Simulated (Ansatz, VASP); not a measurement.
# Cross-check of CdH2 between VASP and Ansatz

Wanted: the spread between two codes on one cell, functional and k mesh. The cell is generated by rule, not measured, and may not be a known phase. The two relaxations start from unlike cells of this crystal (the structure described is Ansatz's start), so only their ends are compared.

Calculated with Ansatz 0.2.0; plane waves, with VASP 6.6.1 beside it; relaxation of cell and atoms at PBEsol.

The structure was built from a prototype and need not be the compound's stable phase.

### 1. The structure

Symmetry: I4_1/acd, No. 142, tetragonal system. Conventional cell: a = 5.017 Å, b = 5.017 Å, c = 10.033 Å, α = 90.00°, β = 90.00°, γ = 90.00°. Nearest to Cd lie 4 H at 1.89 Å. Nearest to H lie 2 Cd at 1.89 Å. Farther neighbours are not listed.

### 2. Ansatz: relaxation of cell and atoms, PBEsol

Ansatz runs on its default PAW (the set named soft_2) files.

The relaxed volume is the usual yardstick between codes: in a stiff, nearly cubic crystal its relative difference is about their pressure difference at one cell divided by the bulk modulus.

File input.yaml:

```yaml
crystal:
  lattice:
    - [0.0, 0.0, -5.0166562088]
    - [5.0166562088, 0.0, 0.0]
    - [2.5083281044, -5.0166562088, -2.5083281044]
  atoms:
    - { symbol: Cd, position: [0.5, 0.5, 0.0] }
    - { symbol: Cd, position: [0.0, 0.0, 0.0] }
    - { symbol: Cd, position: [0.25, 0.75, 0.5] }
    - { symbol: Cd, position: [0.75, 0.25, 0.5] }
    - { symbol: H, position: [0.625, 0.5053984218, 0.25] }
    - { symbol: H, position: [0.125, 0.2446015782, 0.25] }
    - { symbol: H, position: [0.4946015782, 0.875, 0.75] }
    - { symbol: H, position: [0.7553984218, 0.375, 0.75] }
    - { symbol: H, position: [0.2553984218, 0.375, 0.75] }
    - { symbol: H, position: [0.9946015782, 0.875, 0.75] }
    - { symbol: H, position: [0.125, 0.7446015782, 0.25] }
    - { symbol: H, position: [0.625, 0.0053984218, 0.25] }
kpoints:
  mp_grid: { grid: [8, 8, 8] }
hamiltonian:
  xc: pbesol
scf:
  occupations: { method: methfessel_paxton, width: 0.15 }
output:
  forces: true
  stress: true
  eigenvalues: true
  write_density: true
  write_potential: true
  elf: true
  volumetric_format: npy
relax:
  adjacent_minimum: "off"
  f_tol: 0.002
  max_steps: 120
  cell: { stress_tol: 0.03 }
```

Command:

```sh
> ansatz run input.yaml --threads 4 --pin off --max-ram 7168MiB --backend cpu --events-out ev --progress --plain --runs-dir out
```

Numbers of over 12 decimals in the logs are rounded to 6 here.

The log of the run:

```text
Engine: ansatz 0.2.0, aarch64-unknown-linux-gnu
Pseudopotentials: kind: paw
Pseudopotential: Cd, paw, valence charge 20, recommended cutoff 420 eV (normal), Cd.paw.azcp
Pseudopotential: H, paw, valence charge 1, recommended cutoff 420 eV (normal), H.paw.azcp
Functional definition: PBEsol
  exchange = pbesol_x
  correlation = pbesol_c
Crystal: 12 atoms, lattice volume = 126.253 Å³
Basis set: ecut = 420 eV, 2477 PW (Γ), exchange–correlation on 72×72×90 points (8 copies of the dense FFT grid, shifted against one another)
Bands: 56, of which v1, the nominal top of the filled ones, is band 44 counted from 1 (43 counted from 0)
Symmetry: 16 space group operations
Space group: I41/acd (ITA 142), of the structure as read, at distance tolerance 5.0e-5 Å
k-points: 59 of 512
Non-local potential: Cd, projectors of the file, l = 0: 3, l = 1: 2, l = 2: 2, l = 3: 1
Non-local potential: H, projectors of the file, l = 0: 2, l = 1: 1
PAW form: soft (Blöchl's): semilocal exchange-correlation on the pseudo side does not see the compensation charge
PAW frozen core: Cd, regenerated for the run's functional, and the local potential with it (the file was generated under x = pbe(κ = 0.804, μ = 0.219515), c = pbe(β = 0.066725))
PAW one-centre angular grid: Cd, 590 points (default); XC on 64 Gauss nodes
PAW one-centre angular grid: H, 110 points (default); XC on 64 Gauss nodes
Initial density: superposition of atomic densities (neutral atoms: chi_scale 0, normalization atom), corrected by the library's trained network
Initial wavefunctions: pseudopotential atomic-orbital guess
Functional: x = pbesol(κ = 0.804, μ = 0.123457), c = pbesol(β = 0.046)
SCF iter   1: F=—  HF=-32857.030366 eV  |F-HF|=—  |Δ(HF+E_count)|=         —  Δρ=9.99e-3  dr2=9.56e-2  ethr=1.77e-3  ⟨swp⟩=6.8  Hψ=12316  notcnv=0  defer=51
preconditioner: auto → Kerker (q_TF=auto, 2.569 Å⁻¹)  [metal: Δε(μ)=0.058 eV  Ē_g=12.610 eV  σ=0.150 eV  W_gap=0.32  n_scr=36 (ndim 8)  ℏωp=24.7 eV  f_vac=0.032  D(μ)=0.87/eV (n_scr^D=0)]
SCF iter   2: F=—  HF=-32857.006976 eV  |F-HF|=—  |Δ(HF+E_count)|=   2.34e-2  S|Δr|=    0.00e0  Δρ=4.59e-3  dr2=2.29e-2  ethr=1.09e-4  ⟨swp⟩=2.0  Hψ=5156  notcnv=0  defer=55
SCF iter   3: F=—  HF=-32857.000769 eV  |F-HF|=—  |Δ(HF+E_count)|=   6.21e-3  S|Δr|=    0.00e0  Δρ=1.13e-3  dr2=2.23e-3  ethr=2.61e-5  ⟨swp⟩=2.2  Hψ=3702  notcnv=0  defer=55
SCF iter   4: F=—  HF=-32857.000762 eV  |F-HF|=—  |Δ(HF+E_count)|=   7.06e-6  S|Δr|=    0.00e0  Δρ=4.29e-4  dr2=2.66e-4  ethr=2.53e-6  ⟨swp⟩=2.6  Hψ=4299  notcnv=0  defer=55
SCF iter   5: F=—  HF=-32857.000929 eV  |F-HF|=—  |Δ(HF+E_count)|=   1.67e-4  S|Δr|=    0.00e0  Δρ=9.50e-5  dr2=9.75e-6  ethr=3.02e-7  ⟨swp⟩=2.0  Hψ=4106  notcnv=0  defer=55
SCF iter   6: F=—  HF=-32857.000943 eV  |F-HF|=—  |Δ(HF+E_count)|=   1.38e-5  S|Δr|=    0.00e0  Δρ=2.02e-5  dr2=4.87e-7  ethr=1.11e-8  ⟨swp⟩=2.0  Hψ=4629  notcnv=0  defer=55
SCF iter   7: F=-32857.000943 eV  HF=-32857.000943 eV  |F-HF|=6.37e-9  |Δ(HF+E_count)|=   2.58e-7  S|Δr|=    0.00e0  Δρ=4.31e-6  dr2=2.43e-8  ethr=1.14e-10  ⟨swp⟩=12.2  Hψ=21063  notcnv=0
SCF 1 converged in 7 iterations: F = -32857.000943 eV  dr2 = 2.43e-8
  greatest PAW one-centre occupation: 1.000 electrons in one spin orbital (limit 2), on the Cd atom at site 3 (counted from 0), in its partial waves of l = 0
relax step   1: F+E_penalty+E_count = -32857.00094299 eV  Δ(F+E_penalty+E_count) = +0.000e0 eV  max|allowed force component| = 1.051e-1 eV/Å  Δτ_max = 0.0000 Å  P = +4.372 GPa  Ω = 126.253 Å³  (7 SCF iters, dr2 threshold 1.00e-7 eV, accepted)
[...]
relax step  20: F+E_penalty+E_count = -32857.99675396 eV  Δ(F+E_penalty+E_count) = -8.357e-5 eV  max|allowed force component| = 2.581e-5 eV/Å  Δτ_max = 0.0007 Å  P = +0.002 GPa  Ω = 154.655 Å³  energy of the carried Pulay correction = +1.760e-5 eV  (6 SCF iters, dr2 threshold 4.30e-9 eV, accepted)
[...]
relax step  21: F+E_penalty+E_count = -32857.99674351 eV  Δ(F+E_penalty+E_count) = +1.045e-5 eV  max|allowed force component| = 2.615e-5 eV/Å  Δτ_max = 0.0000 Å  P = +0.002 GPa  Ω = 154.655 Å³  stress off target by 3.02e-3 GPa  SCF on the basis re-selected at this cell (its energy is not comparable with the rows above)  (4 SCF iters)
basis re-selected at this cell: Δ(F+E_penalty+E_count) = +1.045e-5 eV, ΔP = +0.000 GPa vs the last step (what re-selecting the basis moved, of the pressure what is left beyond the Pulay correction that the steps carried, after the strain that the cell walked since its last selection, with what the two solves' SCF thresholds leave and, on support functions, any second-order correction that the steps lacked; it is no m [...]
SCF converged after 4 iterations
Stability not checked: this state was not tested for a lower state beside it, because cold or Methfessel-Paxton smearing, or corrected tetrahedra, fill the levels in a way that the test cannot read (fill_not_monotonic; see scf.lower_state_search)
Free energy (F): -32857.996744 eV
Harris-Foulkes:  -32857.996744 eV  (|F-HF|=7.28e-12)
Internal energy: -32857.999169 eV  (E = F + TS)
E sigma→0 (E₀):  -32857.997350 eV
Entropy (-TS):   0.002426 eV (0.202 meV/atom)
Fermi energy:    5.706583 eV
Step filling:    the computed levels leave a gap of 0.0479 eV = 0.3 smearing widths at the electron count; against every level under it full and every level over it empty, smearing changes F+E_penalty+E_count by +0.647 meV and its σ→0 estimate by +0.041 meV
--- Per-component energies (eV) ---
  E_band       = -2144.901185
  E_kinetic    = 2120.032177
  E_local      = -15089.911941  (includes V_loc(G=0)·N_el)
  E_nonlocal   = 154.648202
  E_hartree    = 6899.894658
  E_xc         = -769.229794
  E_vxc        = -971.899556  (∫ρ·V_xc dr)
  E_paw        = -16055.695532  (= ΣΔE_a)
  E_vpaw       = -2157.550130  (= ΣTr[D̂ρ^β])
  E_aug_tail   = -0.009318  (compensation charges beyond the density's cutoff)
  E_ewald      = -10119.095460
  E_core_change = 1.367839  (= ΣΔE_core)
  E_smearing   = 0.002426  (= −TS)
  E_closure    = 0.000000  (closes the sum)
  Σ components = -32857.996744   (vs F -32857.996744, Δ=0.00e0)
--- Forces (eV/Å), atoms counted from 1 ---
  atom   1  Cd     0.00000000     0.00000000    -0.00000000
  atom   2  Cd     0.00000000    -0.00000000    -0.00000000
  atom   3  Cd     0.00000000    -0.00000000     0.00000000
  atom   4  Cd     0.00000000    -0.00000000     0.00000000
  atom   5  H      0.00002615     0.00000000     0.00000000
  atom   6  H     -0.00002615    -0.00000000     0.00000000
  atom   7  H      0.00000000     0.00000000     0.00002615
  atom   8  H      0.00000000    -0.00000000    -0.00002615
  atom   9  H      0.00000000    -0.00000000    -0.00002615
  atom  10  H      0.00000000     0.00000000     0.00002615
  atom  11  H     -0.00002615    -0.00000000    -0.00000000
  atom  12  H      0.00002615     0.00000000    -0.00000000
  max |Σ_I F_I| component: 1.39e-17 eV/Å
--- Stress (GPa, compression-positive) ---
        0.003016       0.000000      -0.000000
        0.000000       0.000347       0.000000
       -0.000000       0.000000       0.003016
  P = ⅓ Tr σ = 0.0021 GPa (0.021 kbar)
--- Band table (eV; the first three rows and the last of 59) ---
  k-point 0: bands = [... 40 lower, 4.4782, 4.8471, 4.8496, 4.8496, 5.7357, 7.6818, 8.3353, 8.3353, ... 8 higher]
  k-point 1: bands = [... 40 lower, 4.2286, 4.2286, 4.9570, 4.9570, 6.3973, 8.1800, 8.5605, 8.7959, ... 8 higher]
  k-point 2: bands = [... 40 lower, 3.7412, 3.7412, 5.2339, 5.2339, 7.5807, 9.0515, 9.1436, 9.9241, ... 8 higher]
  k-point 58: bands = [... 40 lower, 4.7672, 4.7672, 4.7672, 4.7672, 9.8503, 9.8503, 9.8503, 9.8503, ... 8 higher]
--- Relaxed structure (18 steps of the walk, 17 accepted, 3 SCFs on fresh bases) ---
  F+E_penalty+E_count = -32857.99674351 eV   max|allowed force component| = 2.615e-5 eV/Å   (the final SCF, on the basis selected at the relaxed cell)
  cell:  # Å, volume = 154.6550 Å³
    - [0.0, 0.0, -6.024619]
    - [6.024619, 0.0, 0.0]
    - [3.012310, -4.260933, -3.012310]
  atoms:
    - { symbol: Cd, position: [0.5, 0.5, 0] }
    - { symbol: Cd, position: [-1.3165339539257313e-18, -5.078831395445379e-19, 0] }
    - { symbol: Cd, position: [0.25, 0.75, 0.500000] }
    - { symbol: Cd, position: [0.75, 0.25, 0.500000] }
    - { symbol: H, position: [0.625, 0.374983, 0.250000] }
    - { symbol: H, position: [0.125, 0.375017, 0.250000] }
    - { symbol: H, position: [0.625017, 0.875000, 0.750000] }
    - { symbol: H, position: [0.624983, 0.375000, 0.750000] }
    - { symbol: H, position: [0.124983, 0.375000, 0.750000] }
    - { symbol: H, position: [1.125017, 0.875000, 0.750000] }
    - { symbol: H, position: [0.125, 0.875017, 0.250000] }
    - { symbol: H, position: [0.625, -0.125017, 0.250000] }
```

[end of part 1 of 2]

[Lines on the potential files, build, host, timing and source positions are cut from VASP's logs without a mark.]

[Logs are printed without paths, hosts, clocks, repeated set-up lines and the standing remarks that a program may print on its own settings, such as how far it seeks lower states.]

[Hosts, paths, dates, database ids (printed as entryN), source tags and the programs' standing remarks are cut or masked in the printed files.]
